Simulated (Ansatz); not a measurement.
# MgO: the cost of one run

Method: reference: DFT, r2SCAN, plane waves, PAW, in Ansatz 0.2.0.

## 1. The structure to begin with

The structure is hexagonal, space group P6_3mc (No. 186). The conventional cell has a = 3.288 Å, b = 3.288 Å, c = 5.034 Å, α = 90.00°, β = 90.00°, γ = 120.00°. Around Mg (site symmetry 3m) lie 4 O at 1.97 to 1.99 Å. O (site symmetry 3m) has 4 Mg at 1.97 to 1.99 Å as nearest neighbours.

Structure file:

```
CELL_PARAMETERS angstrom
3.28822 0.00000 0.00000
-1.64411 2.84768 0.00000
0.00000 0.00000 5.03437
ATOMIC_POSITIONS crystal
Mg 0.33333 0.66667 0.99016
Mg 0.66667 0.33333 0.49016
O 0.33333 0.66667 0.38484
O 0.66667 0.33333 0.88484
```

## 2. Baseline

File input.yaml:

```yaml
crystal:
  lattice:
    - [3.2882172536, 0.0, 0.0]
    - [-1.6441086268, 2.8476796748, 0.0]
    - [0.0, 0.0, 5.0343661375]
  atoms:
    - { symbol: Mg, position: [0.3333333333, 0.6666666667, -0.0098385294] }
    - { symbol: Mg, position: [0.6666666667, 0.3333333333, 0.4901614706] }
    - { symbol: O, position: [0.3333333333, 0.6666666667, 0.3848385294] }
    - { symbol: O, position: [0.6666666667, 0.3333333333, 0.8848385294] }
kpoints:
  mp_grid: { grid: [6, 6, 4] }
hamiltonian:
  xc: r2scan
scf:
  occupations: { method: fixed }
  n_extra_bands: 5
output:
  forces: true
  stress: true
  eigenvalues: true
```

Command:

```bash
> ansatz run input.yaml --threads 4 --pin off --max-ram 3686MiB --backend cpu --events-out ev --progress --plain --runs-dir out
```

Q: Estimate wall time and peak memory on 4 threads of Arm Neoverse N1, shared host.

About 2.6 s, with a peak of 0.43 GiB.
